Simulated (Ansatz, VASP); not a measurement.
**One calculation of Sn, two programs**

```xyz
3
Lattice="4.9344 0.0000 0.0000 -2.4672 4.2733 0.0000 0.0000 0.0000 2.9566" Properties=species:S:1:pos:R:3 pbc="T T T"
Sn    0.0000    0.0000    0.0000
Sn    0.0000    2.8489    1.4783
Sn    2.4672    1.4244    1.4783
```

Alike in both runs: functional PBEsol; k mesh 7 × 7 × 10; occupations fermi-dirac, width 0.05 eV; no spin polarisation.

Ansatz relaxed the structure, and its values are those at the end. VASP's run is a single point on that final structure, the one shown.

|  | VASP | Ansatz |
| --- | --- | --- |
| version | VASP 6.6.1 | Ansatz 0.2.0 |
| potentials or method | VASP PAW PBE potentials, release 64 (Sn_d) | PAW with Ansatz's default frozen-core files, scalar-relativistic |
| plane-wave cutoff (eV) | 520 | 420 |
| valence electrons in the cell | 42 | 42 |

```tsv
	VASP	Ansatz	Ansatz less VASP
pressure (GPa)	23.0	23.0	+0.02
```

Caveats: so large a pressure means that the cell lies far from this level's equilibrium, or that cutoff or potentials fall short (VASP); the potentials were made for another functional, which shifts forces and pressure (VASP).
